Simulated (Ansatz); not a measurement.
# SnSe₂ and its competing phases

Level of theory: DFT PBE, scalar-relativistic, plane waves, PAW (Ansatz 0.2.0). Settings: cutoff 420 eV, Γ-centred meshes spaced at most about 0.3 Å⁻¹, and about 0.25 Å⁻¹ or finer for metals (2π included), Gaussian smearing. No spin polarisation.

Formation energies are uncorrected and refer to the elements' standard structures at the same level. The references include grey tin.

These are static total energies at zero pressure. Weakly bound directions are ill-defined at this level, which has no dispersion term (Fmmm, P-3m1), and this can change margins and order among such cells. The reference form of Se is held partly by dispersion forces, which this level lacks.

The competitors are the elements and 2 reference phases of this chemical system (from databases or known types: SnSe, SnSe2), relaxed at the same level; other known phases may be missing.

The candidate was reached from: random cell.

```
Sn Se
1.0
     0.00000    3.98979    5.96458
     1.94323    0.00000    5.96458
     1.94323    3.98979    0.00000
Sn Se
1 2
Direct
  0.00000 0.00000 0.00000
  0.34165 0.34165 0.65835
  0.65835 0.65835 0.34165
```

Question: Where does it stand against these competitors?

Answer: Not the lowest form: another structure of the same formula lies lower. Its formation energy is 0.012 eV/atom. The lowest competing phase at this composition is this:

```json
{"phase": "SnSe2", "space group": "P-3m1 (No. 164)", "source": "COD", "share of atoms": "1.0000", "ΔE_f (eV/atom)": "-0.342"}
```

The candidate lies 0.35 eV/atom above this phase. The candidate matches no cell in the subsets of the Crystallography Open Database and the Materials Project at hand. A phase this far over the hull is unlikely to be made.
